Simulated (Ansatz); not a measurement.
## Sb in Ansatz: the effect of functional

Crystal: Sb.

```
CELL_PARAMETERS angstrom
3.35453 0.00000 0.00000
-1.67727 2.90511 0.00000
0.00000 0.00000 5.47016
ATOMIC_POSITIONS crystal
Sb 0.66667 0.33333 0.75000
Sb 0.33333 0.66667 0.25000
```

This isn't the form of Sb at room conditions, which is rhombohedral.

Alike in all runs:

```yaml
Program: Ansatz 0.2.0
Task: single point
Potentials_or_basis: all-electron PAW datasets made for the crystal
k_mesh: 6 × 6 × 4
Occupations: fermi-dirac, width 0.05 eV
Spin: no spin polarisation
```

Task: One run gave: pressure -1.4 GPa. Which functional did it use?
A. HSE06
B. PBEsol
C. PBE0

Result: B.

| functional | cutoff | pressure (GPa) |
| --- | --- | --- |
| PBEsol | 160 eV (chosen from the basis error) | -1.4 |
| HSE06 | 270 eV (chosen from the basis error) | -0.4 |
| PBE0 | 270 eV (chosen from the basis error) | -0.5 |

Caveats: all runs use coarse meshes; the k mesh is thin for a metal, which can move the energy by tens of meV per atom.

The runs don't all hold the same shells in valence.
